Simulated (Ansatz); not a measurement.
Density of states of EuS

```
CELL_PARAMETERS angstrom
0.00000 2.97850 2.97850
2.97850 0.00000 2.97850
2.97850 2.97850 0.00000
ATOMIC_POSITIONS crystal
Eu 0.00000 0.00000 0.00000
S 0.50000 0.50000 0.50000
```

The cell is COD entry 1010394, as deposited and not checked against the literature; nothing was relaxed. It is an old determination, and later ones may differ.

Where the f shell is localised, expect the real compound to differ from this run without U.

Other magnetic orders may lie lower; this is the state that the run reached.

Spin–orbit coupling is left out, though it moves levels of the heavy atoms by tenths of an eV or more.

These are results of DFT, PBE, all-electron LAPW, scalar-relativistic in Ansatz 0.2.0, not measurements.

Settings: a Γ-centred 12×12×12 k mesh, Fermi–Dirac smearing of 0.03 eV, basis error target 0.5 meV/atom, spin-polarised from start moments Eu1 7 μB, ending with a cell moment of 6.99 μB.

States per eV and cell, averaged over 0.4 eV, from -5.4 to 1.6 eV, with energies (bin centres) from the Fermi level; empty bins are left out. The partial columns, the largest 3 alone, are projections on Löwdin-orthogonalised atomic shells (those that the program's projection atoms carry: the occupied ones and, for some elements, an empty d or f shell; other empty shells have no column), summed over atoms of an element and both spins. Weights on diffuse s and p shells depend on that basis and aren't pure angular character.

| E (eV) | spin-up | spin-down | Eu 4f | S 3p | Eu 5d |
| --- | --- | --- | --- | --- | --- |
| -5.3 | 0.09 | 0.00 | 0.00 | 0.05 | 0.03 |
| -4.9 | 0.66 | 0.26 | 0.00 | 0.57 | 0.21 |
| -4.5 | 1.06 | 0.99 | 0.01 | 1.39 | 0.35 |
| -4.1 | 0.58 | 0.89 | 0.01 | 1.10 | 0.18 |
| -3.7 | 3.06 | 2.15 | 0.05 | 4.01 | 1.02 |
| -3.3 | 1.71 | 2.32 | 0.09 | 3.26 | 0.58 |
| -2.9 | 0.33 | 0.86 | 0.04 | 1.02 | 0.10 |
| -2.5 | 0.00 | 0.03 | 0.00 | 0.03 | 0.00 |
| -0.9 | 0.01 | 0.00 | 0.00 | 0.00 | 0.01 |
| -0.5 | 8.22 | 0.00 | 7.84 | 0.00 | 0.35 |
| -0.1 | 9.35 | 0.02 | 9.14 | 0.08 | 0.12 |
| 0.3 | 0.26 | 0.14 | 0.10 | 0.03 | 0.25 |
| 0.7 | 0.35 | 0.23 | 0.07 | 0.05 | 0.44 |
| 1.1 | 0.53 | 0.33 | 0.06 | 0.07 | 0.66 |
| 1.5 | 0.65 | 0.49 | 0.06 | 0.09 | 0.85 |

Q: Which of the resolved shells contributes most within 0.3 eV of the Fermi level?

A: Eu 4f, with 96 % of all states there; Eu 5d follows with 2 %.

Q: Where is the centre of the filled Eu 4f states between -14 eV and the top of the filled states?

A: -0.34 eV from the Fermi level.
